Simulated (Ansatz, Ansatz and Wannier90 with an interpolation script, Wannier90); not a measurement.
An input for Ansatz 0.2.0 (AlN (honeycomb monolayer)):

```yaml
crystal:
  lattice:
    - [3.1269253043, 0.0, 0.0]
    - [-1.5634626521, 2.7079967493, 0.0]
    - [0.0, 0.0, 23.2]
  atoms:
    - { symbol: Al, position: [0.3333333333, 0.6666666667, 0.5000002682] }
    - { symbol: "N", position: [0.6666666667, 0.3333333333, 0.4999997318] }
  periodic: [true, true, false]
kpoints:
  mp_grid: { grid: [6, 6, 1] }
hamiltonian:
  xc: pbe
scf:
  occupations: { method: fixed }
gw:
  n_empty_bands: 319
  ecut_chi: 80.0
  qp_bands: [v3, c2]
  screening: { model: contour_deformation }
```

```sh
ansatz run input.yaml --threads 12 --pin off --max-ram 22118MiB --backend cpu --events-out ev --progress --plain --runs-dir out
```

Q: How long will it take on 12 threads of Arm Neoverse V2, shared host, and how much memory?

It took 23 s; on shared hardware allow 12 s to 47 s. Peak host memory was 3.0 GiB. The sizes that set the cost: 3809 plane waves a state, 7 irreducible k points, 323 bands summed, 309 plane waves in the screening and 6 SCF cycles.

The screening grows as filled bands × empty bands × pairs of k points, times the square of the screening basis for the matrix.

[Paths, hosts, dates, memory and timing lines, banners, echoed tables and standing remarks are left out of the program output.]

[Logs are printed without paths, hosts, clocks, repeated set-up lines and the standing remarks that a program may print on its own settings, such as how far it seeks lower states.]

[Runs of the session that timed out or met a known fault of the program may be left out.]

[Hosts, paths, dates, database ids (printed as entryN), source tags and the programs' standing remarks are cut or masked in the printed files.]
